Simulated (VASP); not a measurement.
# P (P2/m) in VASP: a series of runs

One crystal, P, is run at these levels: PBE; tasks: single point.

Program: VASP 6.6.1. These are calculated values, not measurements. Logs are shortened: lines on timing, memory, paths and dates and some standing lists are left out, and cuts for length are marked.

**1. The crystal as given**

Symmetry: P2/m, No. 10, monoclinic system. The conventional cell has a = 2.425 Å, b = 2.439 Å, c = 4.852 Å, α = 90.00°, β = 90.24°, γ = 90.00°. P (site symmetry m) is surrounded by 6 P at 2.42 to 2.44 Å.

This isn't the form of P at room conditions, which is orthorhombic.

**2. Single point, PBE**

The input, INCAR:

```
PREC = Accurate
ENCUT = 520
EDIFF = 1E-4
ISMEAR = 0
SIGMA = 0.1
LREAL = False
LASPH = True
NELM = 100
ALGO = Normal
ISIF = 2
LWAVE = False
LCHARG = False
GGA = PE
ADDGRID = False
```

The input, KPOINTS:

```
regular mesh
0
Gamma
  20 20 10
```

The input, POSCAR:

```
P
1.0
    2.4246941115      0.0000000000      0.0000000000
    0.0000000000      2.4385351442      0.0000000000
   -0.0203144631      0.0000000000      4.8524328982
P
2
Direct
    0.0000000300      0.0000000000      0.7494253600
    0.9999999700      0.0000000000      0.2505746400
```

Potentials or basis: VASP PAW PBE potentials, release 64 (P).

On the command line:

```console
$ cat potpaw_PBE.64/P/POTCAR > POTCAR
$ mpirun -np 1 vasp_std > vasp.out
```

OUTCAR:

```text
PREC = Accurate
   ENCUT = 520
   EDIFF = 1E-4
   ISMEAR = 0
   LREAL = False
   LASPH = True
   NELM = 100
   ISIF = 2
   GGA = PE

 Found   1122 irreducible k-points:

 Following reciprocal coordinates:
            Coordinates               Weight
  0.000000  0.000000  0.000000      1.000000
  0.050000  0.000000 -0.000000      2.000000
  0.100000  0.000000 -0.000000      2.000000
  0.150000  0.000000 -0.000000      2.000000
  0.200000  0.000000 -0.000000      2.000000
  0.250000  0.000000 -0.000000      2.000000
   k-points           NKPTS =   1122   k-points in BZ     NKDIM =   1122   number of bands    NBANDS=      9
   number of dos      NEDOS =    301   number of ions     NIONS =      2
   total plane-waves  NPLWV =  11664
   dimension x,y,z NGX =    18 NGY =   18 NGZ =   36
   dimension x,y,z NGXF=    36 NGYF=   36 NGZF=   72
   ions per type =               2
   NGX,Y,Z   is equivalent  to a cutoff of  12.34, 12.27, 12.33 a.u.
   NGXF,Y,Z  is equivalent  to a cutoff of  24.68, 24.54, 24.67 a.u.
 SYSTEM =  unknown system
   PREC   = accura    normal or accurate (medium, high low for compatibility)
   ISTART =      0    job   : 0-new  1-cont  2-samecut
   ICHARG =      2    charge: 1-file 2-atom 10-const
   ISPIN  =      1    spin polarized calculation?
   LNONCOLLINEAR =      F non collinear calculations
   LSORBIT =      F    spin-orbit coupling
   LASPH  =      T    aspherical Exc in radial PAW
   ENCUT  =  520.0 eV  38.22 Ry    6.18 a.u.   4.51  4.53  9.02*2*pi/ulx,y,z
   NELM   =    100;   NELMIN=  2; NELMDL= -5     # of ELM steps
   EDIFF  = 0.1E-03   stopping-criterion for ELM
   LREAL  =      F    real-space projection
   EDIFFG = 0.1E-02   stopping-criterion for IOM
   NSW    =      0    number of steps for IOM
   IBRION =     -1    ionic relax: 0-MD 1-quasi-New 2-CG
   NFREE  =      0    steps in history (QN), initial steepest desc. (CG)
   ISIF   =      2    stress and relaxation
   ISYM   =      2    0-nonsym 1-usesym 2-fastsym
   POTIM  = 0.5000    time-step for ionic-motion
   TEBEG  =    0.0;   TEEND  =   0.0 temperature during run
   PSTRESS=    0.0 pullay stress
   NELECT =      10.0000    total number of electrons
   NUPDOWN=      -1.0000    fix difference up-down
   EMIN   =  10.00;   EMAX   =-10.00  energy-range for DOS
   EFERMI =   0.00;   METHOD = LEGACY
   ISMEAR =     0;   SIGMA  =   0.10  broadening in eV -4-tet -1-fermi 0-gaus
   EFERMI_NEDOS =   21; number of points for ismear=-14 and -15
   IALGO  =     38    algorithm
   IMIX   =      4    mixing-type and parameters
     AMIX     =   0.40;   BMIX     =  1.00
     AMIX_MAG =   1.60;   BMIX_MAG =  1.00
  volume/ion in A,a.u.               =      14.35        96.81
  Fermi-wavevector in a.u.,A,eV,Ry     =   1.152107  2.177167 18.059715  1.327352
  Thomas-Fermi vector in A             =   2.288761
   LORBIT       =      0    0 simple, 1 ext, 2 COOP (PROOUT), +10 PAW based schemes
   GGA     = PE    functional components
   LHFCALC =     F    Hartree Fock is set to
   AEXX    =    0.0000 exact exchange contribution
   IVDW    =     0    specifies the selected vdW correction
   LEPSILON=     F    determine dielectric tensor
   LRPA    =     F    only Hartree local field effects (RPA)
 non-spin polarized calculation
 Gauss-broadening in eV      SIGMA  =   0.10
  energy-cutoff  :      520.00
  volume of cell :       28.69
 maximum number of plane-waves:       797
   NGX =  9   NGY =  9   NGZ = 19

 number of electron      10.0000000 magnetization

 number of electron       9.9999996 magnetization

 Free energy of the ion-electron system (eV)
  ---------------------------------------------------
  ext. energy  EPLUGINS =         0.00000000
  ---------------------------------------------------
  free energy    TOTEN  =       -10.53855239 eV

  energy without entropy =      -10.53436955  energy(sigma->0) =      -10.53646097

 E-fermi :  10.0016     XC(G=0): -11.3446

 val. band max:       10.0015643534   @ k =   0.1500   0.4000   0.5000
 cond. band min:      10.0020466914   @ k =   0.0000   0.1500   0.3000
 fundamental gap:      0.0004823380
 Fermi energy:        10.0016231276

 k-point     1 :       0.0000    0.0000    0.0000
  band No.  band energies     occupation
      1      -6.7961      2.00000
      2      -2.3686      2.00000
      3       1.0607      2.00000
      4      14.8062      0.00000
      5      15.0140      0.00000
      6      15.0552      0.00000
      7      16.6070      0.00000
      8      16.6736      0.00000
      9      17.7407      0.00000

 k-point     2 :       0.0500    0.0000   -0.0000
  band No.  band energies     occupation
      1      -6.7380      2.00000
      2      -2.3103      2.00000
      3       1.1134      2.00000
      4      13.8095      0.00000
      5      14.8523      0.00000
      6      15.0671      0.00000
      7      16.6667      0.00000
      8      16.8590      0.00000
      9      17.7659      0.00000

 k-point     3 :       0.1000    0.0000   -0.0000
  band No.  band energies     occupation
      1      -6.5641      2.00000
      2      -2.1354      2.00000
      3       1.2707      2.00000
      4      12.0110      0.00000
      5      14.9895      0.00000
      6      15.2035      0.00000
      7      15.2574      0.00000
      8      16.8051      0.00000
      9      17.8852      0.00000

 k-point     4 :       0.1500    0.0000   -0.0000
  band No.  band energies     occupation
      1      -6.2755      2.00000
      2      -1.8449      2.00000
      3       1.5300      2.00000
      4      10.2010      0.00481
      5      13.6086      0.00000
      6      15.2153      0.00000
      7      15.4293      0.00000
      8      17.0302      0.00000
      9      18.0964      0.00000

 k-point     5 :       0.2000    0.0000   -0.0000
  band No.  band energies     occupation
      1      -5.8749      2.00000
      2      -1.4405      2.00000
      3       1.8864      2.00000
      4       8.4447      2.00000
      5      11.9796      0.00000
      6      15.5241      0.00000
      7      15.7374      0.00000
      8      17.3330      0.00000
      9      17.6272      0.00000

 k-point     6 :       0.2500    0.0000   -0.0000
  band No.  band energies     occupation
      1      -5.3666      2.00000
      2      -0.9247      2.00000
      3       2.3307      2.00000
      4       6.7700      2.00000
      5      10.4009      0.00000
      6      15.9066      0.00000
      7      15.9096      0.00000
      8      16.1190      0.00000
      9      17.6998      0.00000

 [... further k-points ...]

------------------------ aborting loop because EDIFF is reached ----------------------------------------

  FORCE on cell =-STRESS in cart. coord.  units (eV):
  Direction    XX          YY          ZZ          XY          YZ          ZX
  --------------------------------------------------------------------------------------
  -------------------------------------------------------------------------------------
  Total        0.4488096      0.3171996      0.4352069      0.0000000      0.0000000      0.0323220
  in kB       25.0626604     17.7132267     24.3030520      0.0000000      0.0000000      1.8049413
  external PRESSURE =      22.3596464 kB  Pullay stress =       0.0000000 kB

 VOLUME and BASIS-vectors are now :
 -----------------------------------------------------------------------------
  energy-cutoff  :      520.00
  volume of cell :       28.69
      direct lattice vectors                 reciprocal lattice vectors
     2.424694112  0.000000000  0.000000000     0.412423157  0.000000000  0.001726589
     0.000000000  2.438535144  0.000000000     0.000000000  0.410082259  0.000000000
    -0.020314463  0.000000000  4.852432898     0.000000000  0.000000000  0.206082190

 POSITION                                       TOTAL-FORCE (eV/Angst)
 -----------------------------------------------------------------------------------
     -0.01522      0.00000      3.63654         0.000102      0.000000      0.008706
      2.41960      0.00000      1.21590        -0.000102      0.000000     -0.008706
 -----------------------------------------------------------------------------------
    total drift:                                0.000000      0.000000     -0.000000

  FREE ENERGIE OF THE ION-ELECTRON SYSTEM (eV)
  ---------------------------------------------------
  free  energy   TOTEN  =       -10.5385523906 eV

  energy  without entropy=      -10.5343695515  energy(sigma->0) =      -10.53646097
```

It took 2.9 min on 1 thread of Intel Xeon Platinum 8259CL at 2.50GHz (Skylake/Cascade Lake), shared host; peak memory 0.33 GiB.

These settings aren't checked as converged: the numbers below hold their error.

Results:

- Free energy: -10.5386 eV
- Pressure: 2.2 GPa
- Largest force: 0.009 eV/Å
- Band gap on the k mesh: none (metal or under the smearing width)

**3. Single point, PBE**

INCAR is that of step 2.

KPOINTS is that of step 2.

The input, POSCAR:

```
P
1.0
    2.4246941115      0.0000000000      0.0000000000
    0.0000000000      2.4385351442      0.0000000000
   -0.0203144631      0.0000000000      4.8524328982
P
2
Direct
   -0.0009640000     -0.0137570000      0.7520410000
    1.0088450000      0.0001830000      0.2407300000
```

Potentials or basis: VASP PAW PBE potentials, release 64 (P).

On the command line:

```console
$ cat potpaw_PBE.64/P/POTCAR > POTCAR
$ mpirun -np 1 vasp_std > vasp.out
```

OUTCAR:

```text
PREC = Accurate
   ENCUT = 520
   EDIFF = 1E-4
   ISMEAR = 0
   LREAL = False
   LASPH = True
   NELM = 100
   ISIF = 2
   GGA = PE

 Found   2004 irreducible k-points:

 Following reciprocal coordinates:
            Coordinates               Weight
  0.000000  0.000000  0.000000      1.000000
  0.050000  0.000000 -0.000000      2.000000
  0.100000  0.000000 -0.000000      2.000000
  0.150000  0.000000 -0.000000      2.000000
  0.200000  0.000000 -0.000000      2.000000
[... 150 lines left out ...]

  FORCE on cell =-STRESS in cart. coord.  units (eV):
  Direction    XX          YY          ZZ          XY          YZ          ZX
  --------------------------------------------------------------------------------------
  -------------------------------------------------------------------------------------
  Total        0.5279465      0.3068797      0.5177082      0.0006796     -0.0122870      0.0319784
  in kB       29.4818670     17.1369401     28.9101321      0.0379494     -0.6861388      1.7857541
  external PRESSURE =      25.1763130 kB  Pullay stress =       0.0000000 kB

 VOLUME and BASIS-vectors are now :
 -----------------------------------------------------------------------------
  energy-cutoff  :      520.00
  volume of cell :       28.69
      direct lattice vectors                 reciprocal lattice vectors
     2.424694112  0.000000000  0.000000000     0.412423157  0.000000000  0.001726589
     0.000000000  2.438535144  0.000000000     0.000000000  0.410082259  0.000000000
    -0.020314463  0.000000000  4.852432898     0.000000000  0.000000000  0.206082190

 POSITION                                       TOTAL-FORCE (eV/Angst)
 -----------------------------------------------------------------------------------
      2.40708      2.40499      3.64923         0.039515      0.056924     -0.073530
      0.01656      0.00045      1.16813        -0.039515     -0.056924      0.073530
 -----------------------------------------------------------------------------------
    total drift:                               -0.000001      0.000000     -0.000001

  FREE ENERGIE OF THE ION-ELECTRON SYSTEM (eV)
  ---------------------------------------------------
  free  energy   TOTEN  =       -10.5351348419 eV

  energy  without entropy=      -10.5313341715  energy(sigma->0) =      -10.53323451
```

Wall time 5.6 min (1 thread of Intel Xeon Platinum 8259CL at 2.50GHz (Skylake/Cascade Lake), shared host); peak memory 0.5 GiB.

The run converged, but some of its settings lie outside the range that counts as converged, so its numbers aren't taken as properties of the crystal.

What came out:

```
Free energy            : -10.5351 eV
Pressure               : 2.5 GPa
Largest force          : 0.101 eV/Å
Band gap on the k mesh : none (metal or under the smearing width)
```

**4. Single point, PBE**

Changes to INCAR since step 3:

```diff
@@ -1,4 +1,4 @@
 PREC = Accurate
-ENCUT = 520
-EDIFF = 1E-4
+ENCUT = 460
+EDIFF = 1E-6
 ISMEAR = 0
```

The input, KPOINTS:

```
regular mesh
0
Gamma
  23 23 12
```

The input, POSCAR:

```
P
1.0
    2.4246941115      0.0000000000      0.0000000000
    0.0000000000      2.4385351442      0.0000000000
   -0.0203144631      0.0000000000      4.8524328982
P
2
Direct
    0.0000000300      0.0000000000      0.7494253600
    0.9999999700      0.0000000000      0.2505746400
```

On the command line:

```console
$ cat potpaw_PBE.64/P/POTCAR > POTCAR
$ mpirun -np 1 vasp_std > vasp.out
```

It took 4.8 min on 1 thread of Intel Xeon Platinum 8259CL at 2.50GHz (Skylake/Cascade Lake), shared host; peak memory 0.39 GiB.

The run converged, but some of its settings lie outside the range that counts as converged, so its numbers aren't taken as properties of the crystal.

What came out:

```
Free energy            : -10.5394 eV
Pressure               : 1.9 GPa
Largest force          : 0.011 eV/Å
Band gap on the k mesh : none (metal or under the smearing width)
```

**5. Single point, PBE**

INCAR is that of step 4.

KPOINTS is that of step 4.

The input, POSCAR:

```
P
1.0
    2.4246941115      0.0000000000      0.0000000000
    0.0000000000      2.4385351442      0.0000000000
   -0.0203144631      0.0000000000      4.8524328982
P
2
Direct
   -0.0009640000     -0.0137570000      0.7520410000
    1.0088450000      0.0001830000      0.2407300000
```

Potentials or basis: VASP PAW PBE potentials, release 64 (P).

On the command line:

```console
$ cat potpaw_PBE.64/P/POTCAR > POTCAR
$ mpirun -np 1 vasp_std > vasp.out
```

OUTCAR:

```text
PREC = Accurate
   ENCUT = 460
   EDIFF = 1E-6
   ISMEAR = 0
   LREAL = False
   LASPH = True
   NELM = 100
   ISIF = 2
   GGA = PE

 Found   3175 irreducible k-points:

 Following reciprocal coordinates:
            Coordinates               Weight
  0.000000  0.000000  0.000000      1.000000
  0.043478  0.000000 -0.000000      2.000000
  0.086957  0.000000 -0.000000      2.000000
  0.130435  0.000000 -0.000000      2.000000
  0.173913  0.000000 -0.000000      2.000000
  0.217391  0.000000 -0.000000      2.000000
   k-points           NKPTS =   3175   k-points in BZ     NKDIM =   3175   number of bands    NBANDS=      9
   number of dos      NEDOS =    301   number of ions     NIONS =      2
   total plane-waves  NPLWV =  11664
   dimension x,y,z NGX =    18 NGY =   18 NGZ =   36
   dimension x,y,z NGXF=    36 NGYF=   36 NGZF=   72
   ions per type =               2
   NGX,Y,Z   is equivalent  to a cutoff of  12.34, 12.27, 12.33 a.u.
   NGXF,Y,Z  is equivalent  to a cutoff of  24.68, 24.54, 24.67 a.u.
 SYSTEM =  unknown system
   PREC   = accura    normal or accurate (medium, high low for compatibility)
   ISTART =      0    job   : 0-new  1-cont  2-samecut
   ICHARG =      2    charge: 1-file 2-atom 10-const
   ISPIN  =      1    spin polarized calculation?
   LNONCOLLINEAR =      F non collinear calculations
   LSORBIT =      F    spin-orbit coupling
[... 65 lines left out ...]
      4      14.7928      0.00000
      5      15.0183      0.00000
      6      15.0445      0.00000
      7      16.5859      0.00000
      8      16.6568      0.00000
      9      17.7487      0.00000
[... 49 lines left out ...]
 k-point     6 :       0.2174    0.0000   -0.0000
  band No.  band energies     occupation
      1      -5.7268      2.00000
      2      -1.2719      2.00000
      3       2.0368      2.00000
      4       7.8382      2.00000
      5      11.4245      0.00000
      6      15.6363      0.00000
      7      15.8668      0.00000
      8      17.0081      0.00000
      9      17.4514      0.00000

 [... further k-points ...]

------------------------ aborting loop because EDIFF is reached ----------------------------------------

  FORCE on cell =-STRESS in cart. coord.  units (eV):
  Direction    XX          YY          ZZ          XY          YZ          ZX
  --------------------------------------------------------------------------------------
  -------------------------------------------------------------------------------------
  Total        0.5155142      0.2454715      0.4122720     -0.0067167     -0.0128602      0.0361557
  in kB       28.7876137     13.7077513     23.0223084     -0.3750751     -0.7181444      2.0190282
  external PRESSURE =      21.8392245 kB  Pullay stress =       0.0000000 kB

 VOLUME and BASIS-vectors are now :
 -----------------------------------------------------------------------------
  energy-cutoff  :      460.00
  volume of cell :       28.69
      direct lattice vectors                 reciprocal lattice vectors
     2.424694112  0.000000000  0.000000000     0.412423157  0.000000000  0.001726589
     0.000000000  2.438535144  0.000000000     0.000000000  0.410082259  0.000000000
    -0.020314463  0.000000000  4.852432898     0.000000000  0.000000000  0.206082190

 POSITION                                       TOTAL-FORCE (eV/Angst)
 -----------------------------------------------------------------------------------
      2.40708      2.40499      3.64923         0.041120      0.059842     -0.083915
      0.01656      0.00045      1.16813        -0.041120     -0.059842      0.083915
 -----------------------------------------------------------------------------------
    total drift:                               -0.000001      0.000000     -0.000001

  FREE ENERGIE OF THE ION-ELECTRON SYSTEM (eV)
  ---------------------------------------------------
  free  energy   TOTEN  =       -10.5353520368 eV

  energy  without entropy=      -10.5319829033  energy(sigma->0) =      -10.53366747
```

It took 7.2 min on 1 thread of Intel Xeon Platinum 8259CL at 2.50GHz (Skylake/Cascade Lake), shared host; peak memory 0.62 GiB.

The run converged, but some of its settings lie outside the range that counts as converged, so its numbers aren't taken as properties of the crystal.

Results:

* Free energy: -10.5354 eV
* Pressure: 2.2 GPa
* Largest force: 0.111 eV/Å
* Band gap on the k mesh: none (metal or under the smearing width)

**6. For comparison**

An earlier run on the cell as given: functional PBE; potentials or basis VASP PAW PBE potentials, release 64 (P); cutoff 520 eV; k mesh 11 × 11 × 6; occupations fermi-dirac, width 0.05 eV; no spin polarisation.

* Pressure: 1.9 GPa
* Largest force: 0.005 eV/Å
* Band gap on the k mesh: none (metal or under the smearing width)
